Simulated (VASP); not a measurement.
Wanted: the native input for a VASP 6.6.1 run.

```yaml
Task: relaxation of the atoms
Functional: PBE
Dispersion: D3(BJ)
Potentials_or_basis: VASP PAW PBE potentials, release 64 (Nb_sv, N)
Cutoff: 600 eV
k_mesh: 14 × 14 × 14
Occupations: methfessel-paxton, width 0.1 eV
Spin: no spin polarisation
Further_INCAR_settings: ALGO = Normal; EDIFF = 1e-07; IBRION = 2; EDIFFG = -0.01; NSW = 40
```

The structure of NbN lies in POSCAR:

```
NbN                                     
1.0
    0.0000000000      2.1611405893      2.1611405893
    2.1611405893      0.0000000000      2.1611405893
    2.1611405893      2.1611405893      0.0000000000
  Nb              N             
     1     1
Direct
     0.5000000000000000    0.5000000000000000    0.5000000000000000
     0.0000000000000000    0.0000000000000000    0.0000000000000000
```

Measurements of this composition are mostly on another form, of space group No. 194.

The cell isn't the ideal one: a relaxed cell with its volume scaled by 0.96.

The input as run:

INCAR

```
PREC = Accurate
ENCUT = 600
EDIFF = 1E-7
ISMEAR = 1
SIGMA = 0.1
LREAL = False
LASPH = True
NELM = 80
ALGO = Normal
ISIF = 2
LWAVE = False
LCHARG = False
GGA = PE
IVDW = 12
IBRION = 2
NSW = 40
EDIFFG = -0.01
```

KPOINTS

```
Automatic mesh
0
Gamma
  14 14 14
```

Potentials or basis: VASP PAW PBE potentials, release 64 (Nb_sv, N).

The run is started by

```bash
$ cat potpaw_PBE.64/Nb_sv/POTCAR potpaw_PBE.64/N/POTCAR > POTCAR
$ mpirun -np 1 vasp_std > vasp.out
```

Results of the run:

The pressure after relaxing is 14.6 GPa and the dispersion energy per atom is -0.536 eV.

Caveat: the relaxation stopped at its first step, so nothing moved.

It took 20 s on 1 thread of Intel(R) Xeon(R) Platinum 8259CL CPU @ 2.50GHz (Skylake/Cascade Lake) (shared host), peak memory 0.17 GiB.
